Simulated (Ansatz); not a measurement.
**MoS2/WS2: short-period superlattices**

Wanted: band edges and complex bands along the stacking of MoS2/WS2. The crystals are MoS2 2H layers and WS2 2H layers, on a common net of side 3.17 Å (+0.0 % and +0.0 % against typed lattice constants near PBE's). Layer spacings come from each crystal relaxed along the normal on that net, and the joins take the mean spacing. The stacks are then relaxed. The first steps treat the bulk crystals alone.

Calculated with Ansatz 0.2.0; PBE+D3(BJ) DFT, plane waves, PAW files, in the first sound run; inputs show where later runs differ.

## Step 1: The structure

Symmetry: P6_3/mmc, No. 194, hexagonal system. Conventional cell: a = 3.170 Å, b = 3.170 Å, c = 12.350 Å, α = 90.00°, β = 90.00°, γ = 120.00°. Nearest to S lie 3 Mo at 2.40 Å. Mo has 6 S at 2.40 Å nearest. Farther neighbours and most contacts between anions are not listed.

## Step 2: Relaxing along the normal, crystal MoS2 2H layers

The crystal is held to the common net and relaxed along the normal.

input.yaml

```yaml
crystal:
  lattice:
    - [3.17, 0.0, 0.0]
    - [-1.585, 2.74530053, 0.0]
    - [0.0, 0.0, 12.35]
  atoms:
    - { symbol: S, position: [0.3333333333, 0.6666666667, 0.0] }
    - { symbol: Mo, position: [0.0, 0.0, 0.1263157895] }
    - { symbol: S, position: [0.3333333333, 0.6666666667, 0.2526315789] }
    - { symbol: S, position: [0.0, 0.0, 0.5] }
    - { symbol: Mo, position: [0.3333333333, 0.6666666667, 0.6263157895] }
    - { symbol: S, position: [0.0, 0.0, 0.7526315789] }
kpoints:
  mp_grid: { grid: [8, 8, 2] }
scf:
  occupations: { method: fixed }
  max_iter: 120
hamiltonian:
  xc: pbe
  dispersion: d3bj
output: {}
relax:
  f_tol: 0.01
  max_steps: 40
  cell: { fix: [a, b, angles] }
```

Launch:

```console
$ ansatz run input.yaml --threads 8 --pin off --max-ram 20480MiB --backend cpu --events-out ev --progress --plain --runs-dir out
```

Numbers of over 12 decimals in the logs are rounded to 6 here.

The log of the run:

```text
Engine: ansatz 0.2.0, aarch64-unknown-linux-gnu
Pseudopotentials: kind: paw
Pseudopotential: S, paw, valence charge 6, recommended cutoff 420 eV (normal), S.paw.azcp
Pseudopotential: Mo, paw, valence charge 14, recommended cutoff 420 eV (normal), Mo.paw.azcp
Functional definition: PBE
  parameter kappa = 0.804
  parameter beta = 0.066725
  exchange = pbe_x(kappa = kappa, mu = beta*pi^2/3)
  correlation = pbe_c(beta = beta)
Crystal: 6 atoms, lattice volume = 107.477 Å³
Basis set: ecut = 420 eV, 2081 PW (Γ), exchange–correlation on 48×48×180 points (8 copies of the dense FFT grid, shifted against one another)
Bands: 32, of which v1, the nominal top of the filled ones, is band 26 counted from 1 (25 counted from 0)
Symmetry: 24 space group operations
Space group: P63/mmc (ITA 194), of the structure as read, at distance tolerance 4.8e-5 Å
k-points: 20 of 128
Non-local potential: S, projectors of the file, l = 0: 2, l = 1: 2, l = 2: 2
Non-local potential: Mo, projectors of the file, l = 0: 3, l = 1: 2, l = 2: 2, l = 3: 1
PAW form: soft (Blöchl's): semilocal exchange-correlation on the pseudo side does not see the compensation charge
PAW one-centre angular grid: S, 110 points (default); XC on 64 Gauss nodes
PAW one-centre angular grid: Mo, 590 points (default); XC on 64 Gauss nodes
Initial density: superposition of atomic densities (neutral atoms: chi_scale 0, normalization atom), corrected by the library's trained network
Initial wavefunctions: pseudopotential atomic-orbital guess
Functional: x = pbe(κ = 0.804, μ = 0.219515), c = pbe(β = 0.066725)
SCF iter   1: F=—  HF=-13528.065609 eV  |F-HF|=—  |Δ(HF+E_count)|=         —  Δρ=5.47e-3  dr2=7.29e-3  ethr=1.77e-3  ⟨swp⟩=5.0  Hψ=2331  notcnv=0  defer=61
preconditioner: auto → Resta (q_TF=auto, 2.417 Å⁻¹)  ε∞=8.7  [insulator: Δε(μ)=0.995 eV  Ē_g=7.768 eV  n_scr=26 (ndim 8)  ℏωp=21.5 eV  f_vac=0.017  ε∞_Penn≈8.7]
SCF iter   2: F=—  HF=-13528.074908 eV  |F-HF|=—  |Δ(HF+E_count)|=   9.30e-3  Δρ=3.13e-3  dr2=2.35e-3  ethr=1.40e-5  ⟨swp⟩=2.0  Hψ=1203  notcnv=0  defer=78
SCF iter   3: F=—  HF=-13528.079656 eV  |F-HF|=—  |Δ(HF+E_count)|=   4.75e-3  Δρ=3.15e-4  dr2=2.61e-4  ethr=4.53e-6  ⟨swp⟩=2.0  Hψ=971  notcnv=0  defer=78
SCF iter   4: F=—  HF=-13528.079638 eV  |F-HF|=—  |Δ(HF+E_count)|=   1.80e-5  Δρ=1.11e-4  dr2=8.60e-6  ethr=5.01e-7  ⟨swp⟩=2.0  Hψ=829  notcnv=0  defer=31
SCF iter   5: F=—  HF=-13528.079721 eV  |F-HF|=—  |Δ(HF+E_count)|=   8.33e-5  Δρ=5.06e-5  dr2=2.76e-6  ethr=1.65e-8  ⟨swp⟩=2.0  Hψ=898  notcnv=0  defer=28
SCF iter   6: F=-13528.079723 eV  HF=-13528.079723 eV  |F-HF|=1.29e-8  |Δ(HF+E_count)|=   1.91e-6  Δρ=8.43e-6  dr2=9.65e-8  ethr=1.92e-10  ⟨swp⟩=3.7  Hψ=2719  notcnv=0
SCF 1 converged in 6 iterations: F = -13528.079723 eV  dr2 = 9.65e-8
  greatest PAW one-centre occupation: 0.998 electrons in one spin orbital (limit 2), on the Mo atom at site 4 (counted from 0), in its partial waves of l = 0
relax step   1: F+E_penalty+E_count = -13528.07972329 eV  Δ(F+E_penalty+E_count) = +0.000e0 eV  max|allowed force component| = 3.589e-2 eV/Å  Δτ_max = 0.0000 Å  P = -1.515 GPa  Ω = 107.477 Å³  fix = [a, b, alpha, beta, gamma]  reactions: a -1.847, b -1.847 GPa  (6 SCF iters, dr2 threshold 1.00e-7 eV, accepted)
Crystal: 6 atoms, lattice volume = 103.858 Å³
Basis set: ecut = 420 eV, 2031 PW (Γ), exchange–correlation on 48×48×180 points (8 copies of the dense FFT grid, shifted against one another)
Initial density: handed on by an earlier stage of this run
Initial wavefunctions: those handed on with the density
iter 1 solved again at ethr=3.89e-5 eV; its pass at ethr=3.10e-3 eV (dr2=2.02e-2 eV) is discarded
SCF iter   1: F=—  HF=-13528.090757 eV  |F-HF|=—  |Δ(HF+E_count)|=         —  Δρ=4.84e-3  dr2=2.03e-2  ethr=3.89e-5  ⟨swp⟩=1.8  Hψ=3181  notcnv=0  defer=27
automatic band count: iteration 1 solves 30 bands in place of 32: the levels show a gap, and the empty bands left out lie too high to hold charge; the band table lists the bands solved (type scf.n_extra_bands for more)
preconditioner: auto → Resta (q_TF=auto, 2.431 Å⁻¹)  ε∞=9.5  [insulator: Δε(μ)=0.789 eV  Ē_g=7.505 eV  n_scr=26 (ndim 8)  ℏωp=21.9 eV  f_vac=0.005  ε∞_Penn≈9.5]
SCF iter   2: F=—  HF=-13528.087615 eV  |F-HF|=—  |Δ(HF+E_count)|=   3.14e-3  Δρ=2.45e-3  dr2=5.23e-3  ethr=3.89e-5  ⟨swp⟩=2.2  Hψ=874  notcnv=0  defer=38
SCF iter   3: F=—  HF=-13528.087071 eV  |F-HF|=—  |Δ(HF+E_count)|=   5.44e-4  Δρ=1.26e-3  dr2=1.43e-3  ethr=1.01e-5  ⟨swp⟩=2.5  Hψ=842  notcnv=0  defer=39
SCF iter   4: F=—  HF=-13528.087066 eV  |F-HF|=—  |Δ(HF+E_count)|=   5.76e-6  Δρ=2.23e-4  dr2=9.49e-5  ethr=2.74e-6  ⟨swp⟩=2.1  Hψ=861  notcnv=0  defer=33
SCF iter   5: F=—  HF=-13528.087128 eV  |F-HF|=—  |Δ(HF+E_count)|=   6.20e-5  Δρ=5.86e-5  dr2=8.47e-6  ethr=1.82e-7  ⟨swp⟩=2.0  Hψ=883  notcnv=0  defer=9
SCF iter   6: F=-13528.087134 eV  HF=-13528.087134 eV  |F-HF|=1.78e-7  |Δ(HF+E_count)|=   5.88e-6  Δρ=8.15e-6  dr2=5.80e-8  ethr=1.15e-9  ⟨swp⟩=3.9  Hψ=2558  notcnv=0
SCF 2 converged in 6 iterations: F = -13528.087134 eV  dr2 = 5.80e-8
relax step   2: F+E_penalty+E_count = -13528.08713376 eV  Δ(F+E_penalty+E_count) = -7.410e-3 eV  max|allowed force component| = 6.734e-2 eV/Å  Δτ_max = 0.0548 Å  P = -1.224 GPa  Ω = 103.858 Å³  energy of the carried Pulay correction = +4.167e-4 eV  fix = [a, b, alpha, beta, gamma]  reactions: a -1.914, b -1.914 GPa  (6 SCF iters, dr2 threshold 6.00e-7 eV, accepted)
Crystal: 6 atoms, lattice volume = 105.203 Å³
Basis set: ecut = 420 eV, 2045 PW (Γ), exchange–correlation on 48×48×180 points (8 copies of the dense FFT grid, shifted against one another)
iter 1 solved again at ethr=6.60e-6 eV; its pass at ethr=3.10e-3 eV (dr2=3.43e-3 eV) is discarded
SCF iter   1: F=—  HF=-13528.090339 eV  |F-HF|=—  |Δ(HF+E_count)|=         —  Δρ=1.99e-3  dr2=3.61e-3  ethr=6.60e-6  ⟨swp⟩=2.5  Hψ=3138  notcnv=0  defer=40
automatic band count: iteration 1 solves 30 bands in place of 32: the levels show a gap, and the empty bands left out lie too high to hold charge; the band table lists the bands solved (type scf.n_extra_bands for more)
preconditioner: auto → Resta (q_TF=auto, 2.426 Å⁻¹)  ε∞=9.4  [insulator: Δε(μ)=0.879 eV  Ē_g=7.478 eV  n_scr=26 (ndim 8)  ℏωp=21.7 eV  f_vac=0.013  ε∞_Penn≈9.4]
SCF iter   2: F=—  HF=-13528.089785 eV  |F-HF|=—  |Δ(HF+E_count)|=   5.54e-4  Δρ=9.96e-4  dr2=9.01e-4  ethr=6.60e-6  ⟨swp⟩=2.1  Hψ=873  notcnv=0  defer=39
SCF iter   3: F=—  HF=-13528.089696 eV  |F-HF|=—  |Δ(HF+E_count)|=   8.89e-5  Δρ=5.13e-4  dr2=2.43e-4  ethr=1.73e-6  ⟨swp⟩=2.5  Hψ=833  notcnv=0  defer=10
SCF iter   4: F=—  HF=-13528.089752 eV  |F-HF|=—  |Δ(HF+E_count)|=   5.62e-5  Δρ=9.28e-5  dr2=1.62e-5  ethr=4.68e-7  ⟨swp⟩=2.2  Hψ=921  notcnv=0  defer=2
SCF iter   5: F=—  HF=-13528.089763 eV  |F-HF|=—  |Δ(HF+E_count)|=   1.10e-5  Δρ=2.60e-5  dr2=1.95e-6  ethr=3.11e-8  ⟨swp⟩=2.0  Hψ=917  notcnv=0  defer=2
SCF iter   6: F=-13528.089764 eV  HF=-13528.089764 eV  |F-HF|=3.32e-8  |Δ(HF+E_count)|=   1.11e-6  Δρ=3.72e-6  dr2=1.36e-8  ethr=5.45e-10  ⟨swp⟩=3.2  Hψ=2477  notcnv=0
SCF 3 converged in 6 iterations: F = -13528.089764 eV  dr2 = 1.36e-8
relax step   3: F+E_penalty+E_count = -13528.08976433 eV  Δ(F+E_penalty+E_count) = -2.631e-3 eV  max|allowed force component| = 2.267e-2 eV/Å  Δτ_max = 0.0231 Å  P = -1.150 GPa  Ω = 105.203 Å³  energy of the carried Pulay correction = +2.602e-4 eV  fix = [a, b, alpha, beta, gamma]  reactions: a -1.759, b -1.759 GPa  (6 SCF iters, dr2 threshold 2.83e-7 eV, accepted)
[...]
relax step   4: F+E_penalty+E_count = -13528.08992715 eV  Δ(F+E_penalty+E_count) = -1.628e-4 eV  max|allowed force component| = 9.553e-4 eV/Å  Δτ_max = 0.0039 Å  P = -1.207 GPa  Ω = 104.999 Å³  energy of the carried Pulay correction = +2.838e-4 eV  fix = [a, b, alpha, beta, gamma]  reactions: a -1.809, b -1.809 GPa  (6 SCF iters, dr2 threshold 3.21e-8 eV, accepted)
Basis set: ecut = 420 eV, 2045 PW (Γ), exchange–correlation on 48×48×162 points (8 copies of the dense FFT grid, shifted against one another)
Initial wavefunctions: pseudopotential atomic-orbital guess (no wavefunctions were taken with the density)
iter 1 solved again at ethr=1.13e-7 eV; its pass at ethr=3.10e-3 eV (dr2=5.90e-5 eV) is discarded
SCF iter   1: F=—  HF=-13528.089630 eV  |F-HF|=—  |Δ(HF+E_count)|=         —  Δρ=3.92e-5  dr2=2.25e-7  ethr=1.13e-7  ⟨swp⟩=3.4  Hψ=4166  notcnv=0  defer=77
preconditioner: auto → Resta (q_TF=auto, 2.427 Å⁻¹)  ε∞=8.8  [insulator: Δε(μ)=0.863 eV  Ē_g=7.785 eV  n_scr=26 (ndim 8)  ℏωp=21.7 eV  f_vac=0.010  ε∞_Penn≈8.8]
SCF iter   2: F=—  HF=-13528.089638 eV  |F-HF|=—  |Δ(HF+E_count)|=   7.29e-6  Δρ=2.02e-5  dr2=5.59e-8  ethr=4.33e-10  ⟨swp⟩=2.4  Hψ=1097  notcnv=0  defer=58
SCF iter   3: F=—  HF=-13528.089638 eV  |F-HF|=—  |Δ(HF+E_count)|=   5.70e-8  Δρ=1.30e-6  dr2=5.01e-10  ethr=1.08e-10  ⟨swp⟩=2.4  Hψ=1117  notcnv=0  defer=58
SCF iter   4: F=-13528.089638 eV  HF=-13528.089638 eV  |F-HF|=3.27e-11  |Δ(HF+E_count)|=  3.77e-10  Δρ=2.92e-7  dr2=2.97e-11  ethr=1.00e-12  ⟨swp⟩=5.0  Hψ=2439  notcnv=0
SCF 5 converged in 4 iterations: F = -13528.089638 eV  dr2 = 2.97e-11
relax step   5: F+E_penalty+E_count = -13528.08963758 eV  Δ(F+E_penalty+E_count) = +2.896e-4 eV  max|allowed force component| = 9.891e-4 eV/Å  Δτ_max = 0.0000 Å  P = -1.206 GPa  Ω = 104.999 Å³  fix = [a, b, alpha, beta, gamma]  reactions: a -1.809, b -1.809 GPa  stress off target by 7.91e-4 GPa on what of the cell is left free  SCF on the basis re-selected at this cell (its energy is not comparable with the rows above)  (4 SCF iters)
basis re-selected at this cell: Δ(F+E_penalty+E_count) = +2.896e-4 eV, ΔP = +0.000 GPa vs the last step (what re-selecting the basis moved, of the pressure what is left beyond the Pulay correction that the steps carried, after the strain that the cell walked since its last selection, with what the two solves' SCF thresholds leave and, on support functions, any second-order correction that the steps lacked; it is no measure of the basis error at this ecutwfc). The dense FFT grid was sized anew with the basis: this SCF ran on 24×24×81 points, the steps before it on 24×24×90, so part of this shift can come from that change (see relax.cell in the input reference). [rest of the remark cut]
SCF converged after 4 iterations
Free energy (F): -13528.089638 eV
Harris-Foulkes:  -13528.089638 eV  (|F-HF|=3.27e-11)
Internal energy: -13528.089638 eV  (E = F + TS)
E sigma→0 (E₀):  -13528.089638 eV
Fermi energy:    11.340522 eV
--- Per-component energies (eV) ---
  E_band       = -295.488272
  E_kinetic    = 1313.034208
  E_local      = -3765.803653  (includes V_loc(G=0)·N_el)
  E_nonlocal   = 398.473240
  E_hartree    = 1438.141143
  E_xc         = -757.512779
  E_vxc        = -810.726254  (∫ρ·V_xc dr)
  E_paw        = -8803.111806  (= ΣΔE_a)
  E_vpaw       = -306.748104  (= ΣTr[D̂ρ^β])
  E_aug_tail   = 0.000083  (compensation charges beyond the density's cutoff)
  E_ewald      = -3348.714036
  E_disp       = -2.596036  (pairwise vdW)
  E_smearing   = -0.000000  (= −TS)
  E_closure    = 0.000000  (closes the sum)
  Σ components = -13528.089638   (vs F -13528.089638, Δ=0.00e0)
--- Forces (eV/Å), atoms counted from 1 ---
  atom   1  S     -0.00000000     0.00000000    -0.00098905
  atom   2  Mo     0.00000000     0.00000000     0.00000000
  atom   3  S      0.00000000     0.00000000     0.00098905
  atom   4  S      0.00000000    -0.00000000    -0.00098905
  atom   5  Mo     0.00000000    -0.00000000     0.00000000
  atom   6  S      0.00000000    -0.00000000     0.00098905
  max |Σ_I F_I| component: 9.25e-18 eV/Å
--- Stress (GPa, compression-positive) ---
       -1.808920       0.000000       0.000000
       -0.000000      -1.808920       0.000000
        0.000000       0.000000      -0.000791
  P = ⅓ Tr σ = -1.2062 GPa (-12.062 kbar)
--- Relaxed structure (4 steps of the walk, 4 accepted, 1 SCFs on fresh bases) ---
  F+E_penalty+E_count = -13528.08963758 eV   max|allowed force component| = 9.891e-4 eV/Å   (the final SCF, on the basis selected at the relaxed cell)
  cell:  # Å, volume = 104.9990 Å³
    - [3.170000, 0, 0.0]
    - [-1.585000, 2.745301, 0.0]
    - [0.0, 0.0, 12.065236]
  atoms:
    - { symbol: S, position: [0.333333, 0.666667, -0.00288637] }
    - { symbol: Mo, position: [9.251858539620002e-18, -5.0885221963063455e-17, 0.126316] }
    - { symbol: S, position: [0.333333, 0.666667, 0.255518] }
    - { symbol: S, position: [9.251858539620066e-18, -5.088522196306334e-17, 0.497114] }
    - { symbol: Mo, position: [0.333333, 0.666667, 0.626316] }
    - { symbol: S, position: [9.25185853962006e-18, -5.088522196306334e-17, 0.755518] }
```

The job ended after 3.4 s (8 threads of Arm Neoverse V1, shared host; peak memory 0.53 GiB; 20 s of CPU time).

The steps of the relaxation:

```tsv
step	energy less that of the first step (eV)	largest force component (eV/Å)	pressure (GPa)	volume (Å³)
1	0.0000	0.0359	-1.52	107.48
2	-0.0074	0.0673	-1.22	103.86
3	-0.0100	0.0227	-1.15	105.20
4	-0.0102	0.0010	-1.21	105.00
5*	-0.0099	0.0010	-1.21	105.00
```

Relaxation steps marked * repeat the geometry before them on a plane-wave basis chosen anew for their cell, so energy and pressure can jump there.

Forces are held to the 24 operations that the run works with; a distortion that breaks them can't arise in this run.

```tsv
conventional cell, symmetrised	before	after	change
a (Å)	3.170	3.170	+0.0 %
b (Å)	3.170	3.170	+0.0 %
c (Å)	12.350	12.065	-2.3 %
volume (Å³/atom)	17.91	17.50	-2.3 %
```

The atoms that moved most (Å, as changes of fractional coordinates times the final cell):

```tsv
atom	dx	dy	dz	length
S1	0.000	0.000	-0.035	0.035
S4	0.000	0.000	-0.035	0.035
S6	0.000	0.000	0.035	0.035
S3	0.000	0.000	0.035	0.035
```

The relaxed structure:

```xyz
6
Lattice="3.1700 0.0000 0.0000 -1.5850 2.7453 0.0000 0.0000 0.0000 12.0652" Properties=species:S:1:pos:R:3 pbc="T T T"
S     0.0000    1.8302   -0.0348
Mo    0.0000    0.0000    1.5240
S     0.0000    1.8302    3.0829
S     0.0000    0.0000    5.9978
Mo    0.0000    1.8302    7.5566
S     0.0000    0.0000    9.1155
```

Numbers from this step:

```
free energy  : -13528.0896 eV
Fermi energy : 11.34 eV
pressure     : -1.206 GPa
```

The relaxation ends with a largest force component of 9.9e-4 eV/Å.

## Step 3: Band edges, crystal MoS2 2H layers

This step: PBE DFT, plane waves, PAW files (Ansatz 0.2.0).

The band edges of this cell are searched, off the mesh as well.

input.yaml

```yaml
crystal:
  lattice:
    - [3.17, 0.0, 0.0]
    - [-1.585, 2.74530053, 0.0]
    - [0.0, 0.0, 12.0652361935]
  atoms:
    - { symbol: S, position: [0.3333333333, 0.6666666667, -0.0028863743] }
    - { symbol: Mo, position: [0.0, 0.0, 0.1263157895] }
    - { symbol: S, position: [0.3333333333, 0.6666666667, 0.2555179533] }
    - { symbol: S, position: [0.0, 0.0, 0.4971136257] }
    - { symbol: Mo, position: [0.3333333333, 0.6666666667, 0.6263157895] }
    - { symbol: S, position: [0.0, 0.0, 0.7555179533] }
kpoints:
  mp_grid: { grid: [12, 12, 2] }
  band_path: { path: [VBM, CBM], npoints: 24 }
scf:
  occupations: { method: fixed }
  max_iter: 120
hamiltonian:
  xc: pbe
output:
  eigenvalues: true
checkpoint:
  write: MoS2.run
  compress: false
  write_wavefunctions: false
```

The log of the run:

```text
[...]
Crystal: 6 atoms, lattice volume = 104.999 Å³
Basis set: ecut = 420 eV, 2045 PW (Γ)
Bands: 32, of which v1, the nominal top of the filled ones, is band 26 counted from 1 (25 counted from 0)
Symmetry: 24 space group operations
[...]
k-points: 38 of 288
[...]
SCF iter   1: F=—  HF=-13525.480634 eV  |F-HF|=—  |Δ(HF+E_count)|=         —  Δρ=5.58e-3  dr2=8.92e-3  ethr=1.77e-3  ⟨swp⟩=5.0  Hψ=4416  notcnv=0  defer=119
[...]
SCF iter   6: F=-13525.493977 eV  HF=-13525.493977 eV  |F-HF|=4.63e-8  |Δ(HF+E_count)|=   1.32e-6  Δρ=8.90e-6  dr2=7.95e-8  ethr=1.92e-10  ⟨swp⟩=7.7  Hψ=5112  notcnv=0
SCF 1 converged in 6 iterations: F = -13525.493977 eV  dr2 = 7.95e-8
[...]
NSCF: frozen V_eff on 28 k-points
[...]
SCF converged after 6 iterations
Free energy (F): -13525.493977 eV
[...]
Internal energy: -13525.493977 eV  (E = F + TS)
E sigma→0 (E₀):  -13525.493977 eV
Fermi energy:    11.340587 eV
[...]
--- Band table (eV; the first three rows and the last of 38) ---
  k-point 0: bands = [... 22 lower, 9.0821, 10.0997, 10.2522, 11.3406, 13.3239, 13.3239, 13.3582, 13.3582, ... 2 higher]
  k-point 1: bands = [... 22 lower, 9.0509, 9.0509, 11.0854, 11.0854, 13.3277, 13.3277, 13.3277, 13.3277, ... 2 higher]
  k-point 2: bands = [... 22 lower, 9.1679, 10.1101, 10.3415, 11.1027, 13.2164, 13.2608, 13.3479, 13.3494, ... 2 higher]
  k-point 37: bands = [... 22 lower, 8.3772, 8.3772, 10.5254, 10.5254, 12.2648, 12.2648, 13.5459, 13.5459, ... 2 higher]
```

It took 2.8 s on 8 threads; peak memory 0.52 GiB; 19 s of CPU time.

The column dr2 measures how far the density is from self-consistency, as an energy; F and HF (Harris–Foulkes) agree once it is small.

This step gave:

```yaml
free_energy: -13525.4940 eV
gap_on_the_k_mesh: 0.7700 eV
gap_on_path: 0.7568 eV, by band count; negative where bands overlap
edge_places_on_path: 0, 0.7020 1/A along the path
```

Electronic bands along the path, in eV, zero at the Fermi level (highest filled level under fixed occupations); v1 is the highest filled band, c1 the lowest empty one:

```tsv
point	v4	v3	v2	v1	c1	c2	c3	c4
VBM	-2.26	-1.24	-1.09	0.00	1.98	1.98	2.02	2.02
halfway	-2.01	-1.25	-1.06	-0.74	1.45	1.67	1.81	1.93
CBM	-1.89	-1.80	-1.62	-1.57	0.76	1.58	1.63	1.72
```

The searched edges give 0.757 eV, against 0.770 eV on the mesh.

[end of part 1 of 5]

[Logs are printed without paths, hosts, clocks, repeated set-up lines and the standing remarks that a program may print on its own settings, such as how far it seeks lower states.]

[Hosts, paths, dates, database ids (printed as entryN), source tags and the programs' standing remarks are cut or masked in the printed files.]
